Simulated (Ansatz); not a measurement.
# SiO$_{2}$ as a strained film

These are results of Ansatz, DFT LDA, scalar-relativistic, plane waves, PAW, not measurements. (420 eV cutoff, 6×6×4 k-mesh, Gaussian smearing of 0.02 eV, no spin polarisation)

Reference structure (relaxed):

```xyz
12
Lattice="4.9289 0.0000 0.0000 0.0000 4.9289 0.0000 0.0000 0.0000 7.2888" Properties=species:S:1:pos:R:3 pbc="T T T"
Si    0.0000    0.0000    0.0000
Si    0.0000    2.4644    1.8222
Si    2.4644    2.4644    3.6444
Si    2.4644    0.0000    5.4666
O     0.4857    1.2322    0.9111
O     1.2322    2.9502    2.7333
O     3.6967    1.9787    2.7333
O     4.4432    3.6967    0.9111
O     2.9502    3.6967    4.5555
O     3.6967    0.4857    6.3777
O     1.2322    4.4432    6.3777
O     1.9787    1.2322    4.5555
```

The a-b plane is strained alike in both directions, as on a substrate, while c and the atoms relax within the symmetry that the strain leaves. Stress is positive in compression; energies are free energies at the smearing used, per atom.

```csv
strain (%),c (Å),σ in plane (GPa),ΔE (meV/atom)
-4.5,7.4068,1.61,6.52
-3.0,7.3618,1.07,2.91
-1.5,7.3206,0.53,0.72
+0.0,7.2888,0.01,0.00
+1.5,7.2499,-0.55,0.79
+3.0,7.2215,-1.08,3.06
```

Get the biaxial modulus twice, from the stresses and from the energies of the innermost pair.

From stress: M = −Δσ/Δε = (0.53 − (-0.55)) / 0.030 = 36 GPa. Two in-plane directions each store σε/2, so the energy density is Mε²: M = (mean ΔE)/(V ε²) = 0.76 meV / (14.756 Å³ × 0.015²) × 0.16022 GPa Å³/meV = 37 GPa. The two agree.

How well does Mε², with M from the stresses, predict the outermost points?

6.7 meV predicted against 6.5 computed at -4.5 %; 3.0 meV predicted against 3.1 computed at +3.0 %. The departures hold terms beyond second order and the noise of the energies.

How does c respond, and up to what thickness can a film with 1 % or 2 % misfit stay coherent on a thick substrate?

c answers with ε_c = −0.32 ε. In an isotropic solid that ratio is 2ν/(1 − ν), so ν = r/(2 + r) = 0.14. A film of thickness h stores Mε²h per area, 3.6 mJ/m² per nm at 1 %. The Matthews–Blakeslee balance for pure edge misfit dislocations, h = b/(8πf(1 + ν)) × (ln(h/b) + 1), with b taken as the in-plane vector a = 4.93 Å, solved by iteration, gives 6.0 nm at f = 1 % and 2.1 nm at 2 %. This is an isotropic estimate in which the moduli cancel; the real Burgers vector, glide system, anisotropy and slow kinetics can shift it by a factor of a few, mostly upward.

This form isn't the usual stable structure of the compound.